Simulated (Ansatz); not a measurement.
Input of an Ansatz 0.2.0 run:

File input.yaml:

```yaml
crystal:
  lattice:
    - [2.1126617058, 1.2197458045, 3.4519162518]
    - [-2.1126617058, 1.2197458045, 3.4519162518]
    - [0.0, -2.4394916091, 3.4519162518]
  atoms:
    - { symbol: Pb, position: [0.98056578, 0.98056578, 0.98056578] }
    - { symbol: S, position: [0.47503555, 0.47503555, 0.47503555] }
hamiltonian:
  xc: pbesol
  pseudopotentials: { kind: paw }
kpoints:
  mp_grid: { grid: [8, 8, 8] }
  band_path:
    path:
      - [[0.0, 0.0, 0.0], [0.5, 0.0, 0.0], [0.5, 0.2499056766, -0.2499056766]]
      - [[0.7500943234, 0.5, 0.2499056766], [0.5, 0.5, 0.5], [0.0, 0.0, 0.0], [0.3749528383, 0.0, -0.3749528383]]
      - [[0.6250471617, 0.3749528383, 0.0], [0.5, 0.5, 0.0], [0.6250471617, 0.6250471617, 0.2499056766], [0.5, 0.5, 0.5]]
      - [[0.5, 0.0, 0.0], [0.7500943234, 0.3749528383, 0.3749528383]]
    npoints: 14
scf:
  occupations: { method: fermi_dirac, width: 0.05 }
  n_extra_bands: 6
output:
  forces: true
  stress: true
  eigenvalues: true
  fatbands: true
  write_density: true
  write_potential: true
  elf: true
  volumetric_format: npy
```

Potentials or basis: Ansatz PAW.

Run with:

```console
$ ansatz run input.yaml --threads 2 --pin off --max-ram 5632MiB --backend cpu --events-out ev --progress --plain --runs-dir out
```

(1) Predict the pressure.

(2) What does it give for the band gap on the k mesh?

(3) What does it give for the largest force?

Answers

(1) -2.0 GPa.

(2) 0.35 eV, direct.

(3) 0.007 eV/Å.

Caveat: spin-orbit coupling is left out, which as a rule narrows the gap of such compounds by several tenths of an eV; the PAW data sets come from PBE, with cores solved anew for the run's functional, which leaves a small shift of forces and pressure.
